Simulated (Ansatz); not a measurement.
# Ge: random displacements

Computed with DFT PBEsol, scalar-relativistic, plane waves, PAW (Ansatz). Settings: plane waves to 420 eV, k-mesh 12×12×8 (Γ-centred), Gaussian smearing 0.15 eV. No spin polarisation. Energies are free energies at this smearing, counted from the undisturbed cell; pressure is positive in compression.

Zero of the scan (relaxed at this level; this form isn't the usual structure):

```
Ge
1.0
     3.79705    0.00000    0.00000
    -1.89853    3.28834    0.00000
     0.00000    0.00000    6.24934
Ge
4
Cartesian
  0.0000 0.0000 0.4446
  0.0000 0.0000 3.5693
  0.0000 2.1922 5.1316
  1.8985 1.0961 2.0070
```

The atoms are displaced (Å, in the unstrained cell):

| atom | ux | uy | uz |
| --- | --- | --- | --- |
| Ge1 | 0.256 | -0.203 | 0.112 |
| Ge2 | 0.207 | 0.106 | -0.139 |
| Ge3 | -0.269 | 0.103 | -0.240 |
| Ge4 | -0.194 | -0.006 | 0.268 |

Strain (Voigt, engineering shear): (0.0042, 0.0520, -0.0342, 0.0274, -0.0156, 0.0108).

(1) What are the energy change, the stress and the forces?

Answers

(1) ΔE = 415.8 meV/atom; stress (xx, yy, zz, yz, xz, xy; compression positive) (10.84, 5.85, 13.17, -5.11, -4.59, 3.40) GPa.
```
atom Fx (eV/Å) Fy Fz
 Ge1      -0.82   0.01  -0.18
 Ge2      -4.68  -0.40   1.50
 Ge3       2.02  -1.60   1.37
 Ge4       3.48   1.99  -2.69
```

Cost: 1 run of about 1.6 core-minutes, on Intel Xeon Platinum 8488C (Sapphire Rapids) (shared hosts).